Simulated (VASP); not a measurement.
# Si (Pm-3m) in VASP: a series of runs, part 2 of 2

VASP 6.6.1. Earlier steps stand in the parts before.

## Step 5: Single point, BLYP

This run uses another cell than the first one, of 18.75 Å³/atom, 1.080 times its volume.

File INCAR:

```
PREC = Accurate ; ENCUT = 520
EDIFF = 1E-6 ; ISMEAR = -1
SIGMA = 0.1 ; LREAL = F
LASPH = T ; NELM = 60
ALGO = Normal ; ISIF = 2
LWAVE = F ; LCHARG = F
GGA = B5 ; ALDAX = 1.0
AGGAX = 1.0 ; AGGAC = 1.0
ALDAC = 0.0 ; NBANDS = 8
```

File KPOINTS:

```
regular mesh
0
Gamma
  14 14 14
```

File POSCAR:

```
Si
1.0
    2.6568076021      0.0000000000      0.0000000000
    0.0000000000      2.6568076021      0.0000000000
    0.0000000000      0.0000000000      2.6568076021
Si
1
Direct
    0.0000000000      0.0000000000      0.0000000000
```

Potentials or basis: VASP PAW PBE potentials, release 64 (Si).

Command:

```console
> cat potpaw_PBE.64/Si/POTCAR > POTCAR
> mpirun -np 1 vasp_std > vasp.out
```

OUTCAR:

```text
PREC = Accurate
   ENCUT = 520
   EDIFF = 1E-6
   ISMEAR = -1
   LREAL = F
   LASPH = T
   NELM = 60
   ISIF = 2
   GGA = B5

 ion  position               nearest neighbor table
   1  0.000  0.000  0.000-

  LATTYP: Found a simple cubic cell.
 ALAT       =     2.6568076021

  Lattice vectors:

 A1 = (   2.6568076021,   0.0000000000,   0.0000000000)
 A2 = (   0.0000000000,   2.6568076021,   0.0000000000)
 A3 = (   0.0000000000,   0.0000000000,   2.6568076021)

Analysis of symmetry for initial positions (statically):
=====================================================================
 Subroutine PRICEL returns:
 Original cell was already a primitive cell.

 Routine SETGRP: Setting up the symmetry group for a
 simple cubic supercell.

 Subroutine GETGRP returns: Found 48 space group operations
 (whereof 48 operations were pure point group operations)
 out of a pool of 48 trial point group operations.

The static configuration has the point symmetry O_h .

Analysis of symmetry for dynamics (positions and initial velocities):
=====================================================================
 Subroutine PRICEL returns:
 Original cell was already a primitive cell.

 Routine SETGRP: Setting up the symmetry group for a
 simple cubic supercell.

 Subroutine GETGRP returns: Found 48 space group operations
 (whereof 48 operations were pure point group operations)
 out of a pool of 48 trial point group operations.

The dynamic configuration has the point symmetry O_h .

 Subroutine INISYM returns: Found 48 space group operations
 (whereof 48 operations are pure point group operations),
 and found     1 'primitive' translations

----------------------------------------------------------------------------------------

                                     Primitive cell

  volume of cell :      18.7534

  direct lattice vectors                    reciprocal lattice vectors
[... 101 lines left out ...]
   EFERMI_NEDOS =   21; number of points for ismear=-14 and -15
   IALGO  =     38    algorithm
   IMIX   =      4    mixing-type and parameters
     AMIX     =   0.40;   BMIX     =  1.00
     AMIX_MAG =   1.60;   BMIX_MAG =  1.00
  volume/ion in A,a.u.               =      18.75       126.55
  Fermi-wavevector in a.u.,A,eV,Ry     =   0.978141  1.848418 13.017503  0.956759
  Thomas-Fermi vector in A             =   2.108893
   LORBIT       =      0    0 simple, 1 ext, 2 COOP (PROOUT), +10 PAW based schemes
   GGA     = B5    functional components
   LHFCALC =     F    Hartree Fock is set to
   AEXX    =    0.0000 exact exchange contribution
   IVDW    =     0    specifies the selected vdW correction
   LEPSILON=     F    determine dielectric tensor
   LRPA    =     F    only Hartree local field effects (RPA)
 non-spin polarized calculation
  energy-cutoff  :      520.00
  volume of cell :       18.75
 maximum number of plane-waves:       520
 NGX is ok and might be reduce to    20
   NGX =  9   NGY =  9   NGZ =  9

 number of electron       4.0000000 magnetization

 Free energy of the ion-electron system (eV)
  ---------------------------------------------------
  ext. energy  EPLUGINS =         0.00000000
  ---------------------------------------------------
  free energy    TOTEN  =        -4.14183262 eV

  energy without entropy =       -4.12703731  energy(sigma->0) =       -4.13443497

 E-fermi :   7.0113     XC(G=0):  -9.3425

 val. band max:        6.9496500674   @ k =   0.2857   0.2143   0.2143
 cond. band min:       7.0153728834   @ k =   0.5000   0.3571   0.0000
 fundamental gap:      0.0657228161
 Fermi energy:         7.0112815299

 k-point     1 :       0.0000    0.0000    0.0000
  band No.  band energies     occupation
      1      -4.9375      2.00000
      2      13.7278      0.00000
      3      13.7278      0.00000
      4      13.7278      0.00000
      5      14.4986      0.00000
      6      14.4986      0.00000
      7      21.3620      0.00000
      8      29.8250      0.00000
[... 243 lines left out ...]
 k-point    24 :       0.3571    0.2143    0.0000
  band No.  band energies     occupation
      1      -1.6349      2.00000
      2       4.5367      2.00000
      3       9.7070      0.00000
      4      16.2680      0.00000
      5      16.4958      0.00000
      6      19.8880      0.00000
      7      23.1830      0.00000
      8      25.5257      0.00000

 [... further k-points ...]
[... 5 lines left out ...]
  --------------------------------------------------------------------------------------
  -------------------------------------------------------------------------------------
  Total       -0.5308535     -0.5308535     -0.5308535      0.0000000      0.0000000     -0.0000000
  in kB      -45.3528873    -45.3528873    -45.3528873      0.0000000      0.0000000     -0.0000000
  external PRESSURE =     -45.3528873 kB  Pullay stress =       0.0000000 kB

 VOLUME and BASIS-vectors are now :
 -----------------------------------------------------------------------------
  energy-cutoff  :      520.00
  volume of cell :       18.75
      direct lattice vectors                 reciprocal lattice vectors
     2.656807602  0.000000000  0.000000000     0.376391576  0.000000000  0.000000000
     0.000000000  2.656807602  0.000000000     0.000000000  0.376391576  0.000000000
     0.000000000  0.000000000  2.656807602     0.000000000  0.000000000  0.376391576

 POSITION                                       TOTAL-FORCE (eV/Angst)
 -----------------------------------------------------------------------------------
      0.00000      0.00000      0.00000         0.000000      0.000000      0.000000
 -----------------------------------------------------------------------------------
    total drift:                                0.000000     -0.000000      0.000000

  FREE ENERGIE OF THE ION-ELECTRON SYSTEM (eV)
  ---------------------------------------------------
  free  energy   TOTEN  =        -4.1418326245 eV

  energy  without entropy=       -4.1270373113  energy(sigma->0) =       -4.13443497
```

Run time: 7.7 s. Hardware: 1 thread of Intel Xeon 6975P-C (Granite Rapids), shared host; peak memory 0.12 GiB.

What came out:

* Free energy: -4.1418 eV
* Pressure: -4.5 GPa
* Band gap on the k mesh: none (metal or under the smearing width)

Caveat: the PAW data sets were made with another functional, which shifts forces and pressure a little.

## Step 6: The runs side by side

```csv
cell,k mesh,gap on the mesh (eV),pressure (GPa)
"Pm-3m, 17.36 Å³/atom",20 × 20 × 20,none,0.4
"Pm-3m, 16.67 Å³/atom",14 × 14 × 14,none,4.1
"Pm-3m, 15.28 Å³/atom",14 × 14 × 14,none,14.1
"Pm-3m, 18.75 Å³/atom",14 × 14 × 14,none,-4.5
```

Alike in all rows: task single point; level BLYP; potentials or basis VASP PAW PBE potentials, release 64 (Si); no spin polarisation; cutoff (eV) 520; smearing fermi-dirac 0.1 eV.

Every run on the cell as given and a fine mesh finds a metal.

Caveats: the PAW data sets were made with another functional, which shifts forces and pressure a little.

Absolute energies hang on the potentials; compare differences alone.
